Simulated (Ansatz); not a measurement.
Computed with DFT PBE, scalar-relativistic, plane waves, PAW (Ansatz 0.2.0). Settings: cutoff 420 eV, Γ-centred meshes spaced at most about 0.3 Å⁻¹, and about 0.25 Å⁻¹ or finer for metals (2π included), Gaussian smearing. No spin polarisation.

Temperature and zero-point effects are left out.

Two forms of LiSe6 were relaxed alike.

A.

```
CELL_PARAMETERS angstrom
8.18468 0.00000 0.00000
-4.09234 7.08814 0.00000
0.00000 0.00000 3.91072
ATOMIC_POSITIONS crystal
Li 0.00000 0.00000 0.00000
Se 0.00000 0.30085 0.50000
Se 0.69915 0.69915 0.50000
Se 0.30085 0.00000 0.50000
Se 0.00000 0.69915 0.50000
Se 0.30085 0.30085 0.50000
Se 0.69915 0.00000 0.50000
```

B.

```
CELL_PARAMETERS angstrom
6.73140 0.00000 0.00000
0.00000 6.73140 0.00000
0.00000 0.00000 6.73140
ATOMIC_POSITIONS crystal
Li 0.00000 0.00000 0.00000
Se 0.82920 0.50000 0.50000
Se 0.17080 0.50000 0.50000
Se 0.50000 0.50000 0.82920
Se 0.50000 0.50000 0.17080
Se 0.50000 0.17080 0.50000
Se 0.50000 0.82920 0.50000
```

**Question.** Which is lower in energy, and by how much?

**Answer.** A is lower, by 180 meV/atom. A has space group P6/mmm (No. 191), 32.4 Å³/atom and no gap on its mesh; B has space group Pm-3m (No. 221), 43.6 Å³/atom and no gap. Counting Se atoms around Li (those within 1.25 times the shortest such distance or 1.15 times the sum of covalent radii; the shortest distance is added where it is long for a bond), A has Li 12 from 3.1 Å and B has Li 24 from 4.9 Å. A holds Se–Se units of three or more atoms (shortest 2.46 Å); B holds Se–Se pairs (shortest 2.30 Å). Even the lower one lies +0.13 eV/atom against the reference forms of the elements (uncorrected), so neither is stable at this level. In A, Li has 12 Se at 3.14 Å and 2 Li at 3.91 Å; Se has 2 Se at 2.46 Å and 2 Li at 3.14 Å. In B, Li has 24 Se at 4.90 Å (long contacts); Se has 1 Se at 2.30 Å, 4 Se at 3.13 Å, 1 Se at 4.43 Å and 4 Li at 4.90 Å. Both come from invented guesses.

No dispersion correction is applied, so the spacing and binding between layers, chains or molecules are poorly described (P6/mmm, Pm-3m), and this can change margins and order among such cells. In P6/mmm, Pm-3m an odd number of electrons in the primitive cell allows no gap without spin; a larger cell or a magnetic state could open one. Cells relaxed within their symmetry can be saddle points.
